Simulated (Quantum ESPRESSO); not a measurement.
# V: phonons at H under several settings

```xyz
1
Lattice="-1.5144 1.5144 1.5144 1.5144 -1.5144 1.5144 1.5144 1.5144 -1.5144" Properties=species:S:1:pos:R:3 pbc="T T T"
V     0.0000    0.0000    0.0000
```

All runs used Quantum ESPRESSO 7.5; k mesh 8 × 8 × 8; relaxed cell; collinear spin, ferromagnetic start; cutoff 1143 eV; occupations cold, width 0.2 eV.

```tsv
level	potentials	volume (Å³/atom)	frequencies (cm⁻¹)
LDA	PseudoDojo 0.4.1 SR LDA standard	12.49	329 329 329
PBE	PseudoDojo 0.4.1 SR PBE standard	13.38	315 315 315
PBEsol	PseudoDojo 0.4.1 SR PBEsol standard	?	?
revPBE	PseudoDojo 0.4.1 SR PBE standard	13.62	310 310 310
BLYP	PseudoDojo 0.4.1 SR PBE standard	13.79	606 606 606
RPBE	PseudoDojo 0.4.1 SR PBE standard	13.71	308 308 308
```

Q: What stands in the row left open?

A: Volume 12.88 Å³/atom; frequencies 325 325 325 cm⁻¹.

Caveats: all runs use coarse meshes; the mesh is thin for the phonons of a metal; the potentials were made for another functional, which shifts forces and pressure (some runs).

For the row left open. Caveat: the k mesh is coarse (spacing up to 0.37 Å⁻¹), so the values aren't converged; the mesh is thin for the phonons of a metal.
